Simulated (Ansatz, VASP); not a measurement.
HgTe (Coloradoite) in VASP and in Ansatz

```xyz
2
Lattice="0.0000 3.2145 3.2145 3.2145 0.0000 3.2145 3.2145 3.2145 0.0000" Properties=species:S:1:pos:R:3 pbc="T T T"
Hg    0.0000    0.0000    0.0000
Te    4.8217    4.8217    4.8217
```

Alike in both runs: task relaxation of cell and atoms; functional PBE; k mesh 7 × 7 × 7; occupations fermi-dirac, width 0.05 eV; no spin polarisation.

|  | VASP | Ansatz |
| --- | --- | --- |
| version | VASP 6.6.1 | Ansatz 0.2.0 |
| potentials or method | VASP PAW PBE potentials, release 54 (Hg, Te) | Ansatz PAW |
| plane-wave cutoff (eV) | 580 | 420 |
| valence electrons in the cell | 18 | 36 |

Ansatz gave:

```
relaxed volume (Å³/atom)                                     : 36.79
relaxed cell length with the largest relative difference (Å) : 4.703
energy change over the relaxation (meV/atom)                 : -46
```

Problem. Estimate VASP's values.

Solution. Relaxed volume (Å³/atom): 36.83; relaxed cell length with the largest relative difference (Å): 4.705; energy change over the relaxation (meV/atom): -47.

The two sets of potentials don't hold the same shells in valence.

Caveats: the volume moved by +11 % from the deposited cell, more than functionals usually miss; the plane-wave basis is chosen anew once the cell has moved, so the energies of steps on either side of that aren't comparable (Ansatz). Zero-point motion and thermal expansion aren't in these numbers. The runs have no spin-orbit coupling, so splittings on Hg, Te are missing.
